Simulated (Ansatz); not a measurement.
# NaH in Ansatz: convergence with cutoff

Crystal: NaH.

```xyz
2
Lattice="0.0000 2.4400 2.4400 2.4400 0.0000 2.4400 2.4400 2.4400 0.0000" Properties=species:S:1:pos:R:3 pbc="T T T"
Na    0.0000    0.0000    0.0000
H     2.4400    2.4400    2.4400
```

* Program: Ansatz 0.2.0
* Task: convergence study
* Functional: PBE
* Potentials or basis: all-electron LAPW, scalar-relativistic
* Cutoff: 80 eV
* Density cutoff: 320 eV
* Basis error allowed: 0.001 eV/atom
* k mesh: 9 × 9 × 9
* Occupations: fermi-dirac, width 0.05 eV
* Spin: no spin polarisation

These are the settings of the first run; the series varies cutoff, with any setting tied to it.

Hardware: 1 thread of Arm Neoverse V2, on a shared host.

Problem. The values tried are 80 eV, 110 eV, 140 eV, 180 eV, 230 eV, 290 eV, 360 eV, 450 eV, 560 eV, loosest first. From which on does the energy stay within 1 meV/atom of the tightest run that finished?

Solution. From 140 eV on.

```
cutoff  energy less the tightest run, at zero smearing (meV/atom)  pressure (GPa)  gap on the mesh (eV)  SCF cycles  CPU time (s)  peak memory (GiB)
 80 eV                                                      10.99           -0.50                 4.016           6           1.1               0.19
110 eV                                                       1.88           -0.61                 4.012           6           1.3                0.2
140 eV                                                       0.40           -0.63                 4.011           6           1.3                0.2
180 eV                                                       0.06           -0.63                 4.011           6           1.7               0.21
230 eV                                                       0.00           -0.64                 4.011           6           2.1               0.22
290 eV                                                       0.00           -0.64                 4.011           6           2.7               0.25
360 eV                                                       0.00           -0.64                 4.011           6           4.1               0.29
450 eV                                                       0.00           -0.64                 4.011           6           5.4               0.33
560 eV                                                       0.00           -0.64                 4.011           6           8.6               0.45
```

Against the tightest run, the pressure stays within 0.1 GPa from 110 eV on; the gap on the mesh stays within 0.01 eV from 80 eV on. The tightest run that finished is the yardstick and may itself not be fully converged.

Caveat, for the tightest run too: an odd mesh through Γ misses points on the zone boundary, where band edges often lie.
